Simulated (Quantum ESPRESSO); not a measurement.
The system is KTaO3.

```
Ta K O
1.0
     3.98830    0.00000    0.00000
     0.00000    3.98830    0.00000
     0.00000    0.00000    3.98830
Ta K O
1 1 3
Direct
  0.00000 0.00000 0.00000
  0.50000 0.50000 0.50000
  0.00000 0.00000 0.50000
  0.00000 0.50000 0.00000
  0.50000 0.00000 0.00000
```

```yaml
Program: Quantum ESPRESSO 7.5
Task: phonons
Functional: PBE
Potentials_or_basis: SSSP 1.3 efficiency PBE
Cutoff: 816 eV
Density_cutoff: 6531 eV
k_mesh: 4 × 4 × 4, shifted
Occupations: fermi-dirac, width 0.05 eV
Spin: no spin polarisation
Mixing_beta: 0.5
Most_SCF_iterations: 120
SCF_threshold: 1e-09 Ry
```

The first run showed a gap, so the response started from a second, tighter run with fixed occupations.

Task: Where do the zone-centre optical modes lie?

Result: T1u at 143 cm⁻¹ (IR); T1u at 194 cm⁻¹ (IR); T2u at 275 cm⁻¹ (silent); T1u at 547 cm⁻¹ (IR). Polar modes are given without the macroscopic field (transverse values).

Optical modes at Γ, degenerate ones joined, polar ones without the macroscopic field:
| cm⁻¹ | components | symmetry | active in | IR intensity, summed ((D/Å)²/amu) |
| --- | --- | --- | --- | --- |
| 143 | 3 | T1u | IR | 98.92 |
| 194 | 3 | T1u | IR | 50.12 |
| 275 | 3 | T2u | silent | 0.00 |
| 547 | 3 | T1u | IR | 72.70 |

Caveat: the cell is more than 3 GPa from zero pressure, which shifts response properties.
